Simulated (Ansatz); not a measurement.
Runs of Ansatz 0.2.0 on LiF (Griceite). It takes space group Fm-3m (No. 225, cubic). The conventional cell has a = 4.028 Å, b = 4.028 Å, c = 4.028 Å, α = 90.00°, β = 90.00°, γ = 90.00°. Around F (site symmetry m-3m) lie 6 Li at 2.01 Å. Li (site symmetry m-3m) has 6 F at 2.01 Å as nearest neighbours. 

| task | level | potentials or basis | spin | cell | k mesh | cutoff (eV) | smearing | driver | eos | gap on the mesh (eV) | pressure (GPa) | moment (μB) |
| --- | --- | --- | --- | --- | --- | --- | --- | --- | --- | --- | --- | --- |
| single point | r2SCANh | Ansatz PAW | off | as given | 7 × 7 × 7 | 500 | fermi-dirac 0.05 eV | calculator | - | 11.14 | -2.8 | - |
| single point | BLYP+D4 | JTH PAW | collinear, ferromagnetic start | cell strained at random at fixed volume | 9 × 9 × 9 | 1500 | methfessel-paxton 0.1 eV | calculator | - | 9.16 | 1.2 | 0.00 |
| Born charges and dielectric tensor | BPBE | Ansatz NC | off | volume scaled by 0.96 | 11 × 11 × 11 | 1320 | fixed | chain | - | 9.52 | - | - |
| Born charges and dielectric tensor | BPBE | Ansatz NC | off | volume scaled by 0.96 | 11 × 11 × 11 | 1320 | fixed | - | - | 9.52 | - | - |
| Born charges and dielectric tensor | LDA | JTH PAW LDA | collinear, ferromagnetic start | as given | 11 × 11 × 11 | 1500 | gaussian 0.01 eV | chain | - | (a) | - | 0.00 |
| electron localisation function | r2SCANh+D3(BJ) | Ansatz PAW accurate | off | volume scaled by 1.25 | 7 × 7 × 7 | 1300 | methfessel-paxton 0.1 eV | chain | - | (b) | -13.2 | - |

Problem. Fill in the values left out.

Solution. (a) 8.81; (b) 9.30.

Caveats: odd divisions of the mesh miss points on the zone boundary, where band edges often lie, so the gap on the mesh can be too wide; the potentials were made for another functional, which shifts forces and pressure (some runs); the PAW data sets were made with another functional, which shifts forces and pressure a little (some runs); the thresholds are loose for stress (some runs); the starting moments weren't kept (some runs); the dispersion damping was fitted for another functional or another form of the correction (some runs).

A k mesh can miss the band edges.
